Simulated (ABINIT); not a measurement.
Here is an ABINIT 10.8.3 (patched build) calculation.

File run.abi:

```
ndtset 2

pp_dirpath "./"
pseudos "F.GGA_PBE-JTH.xml, Li.GGA_PBE-JTH.xml"

acell 3*1.0
rprim
     0.0000000000     3.8059084150     3.8059084150
     3.8059084150     0.0000000000     3.8059084150
     3.8059084150     3.8059084150     0.0000000000
ntypat 2
znucl 9 3
natom 2
typat 1 2
xcart
     3.8059084150     3.8059084150     3.8059084150
     0.0000000000     0.0000000000     0.0000000000

ecut 28.0
pawecutdg 50.0

ixc -497498
usekden 1
pawxcdev 0

occopt 3
tsmear 0.05 eV

nstep 100

iomode 3
prtwf 0
prteig 0
prtebands 0
enunit 1
prtden1 1
prtkden1 1
prtvha1 1
prtvclmb1 1
prtpot1 1

kptopt1 1
ngkpt1 11 11 11
nshiftk1 1
shiftk1 0.0 0.0 0.0
nband1 9
tolvrs1 1.0e-7

iscf2 -2
getden2 1
getkden2 1
nband2 15
nbdbuf2 4
tolwfr2 1.0e-11
kptopt2 -9
ndivsm2 5
prteig2 1
prtvol2 -3
kptbounds2
     0.0000000000     0.0000000000     0.0000000000
     0.5000000000     0.0000000000     0.5000000000
     0.5000000000     0.2500000000     0.7500000000
     0.3750000000     0.3750000000     0.7500000000
     0.0000000000     0.0000000000     0.0000000000
     0.5000000000     0.5000000000     0.5000000000
     0.6250000000     0.2500000000     0.6250000000
     0.5000000000     0.2500000000     0.7500000000
     0.5000000000     0.5000000000     0.5000000000
     0.3750000000     0.3750000000     0.7500000000
```

Potentials or basis: JTH PAW PBE v2.0.

Run with:

```bash
$ mpirun --bind-to none -np 4 abinit run.abi > log 2>&1
```

(1) Predict the band gap along the path.

(2) Predict the pressure.

Results:

(1) 10.05 eV, direct.

(2) -2.8 GPa.

Caveat: the PAW data sets were made with another functional, which shifts forces and pressure a little.
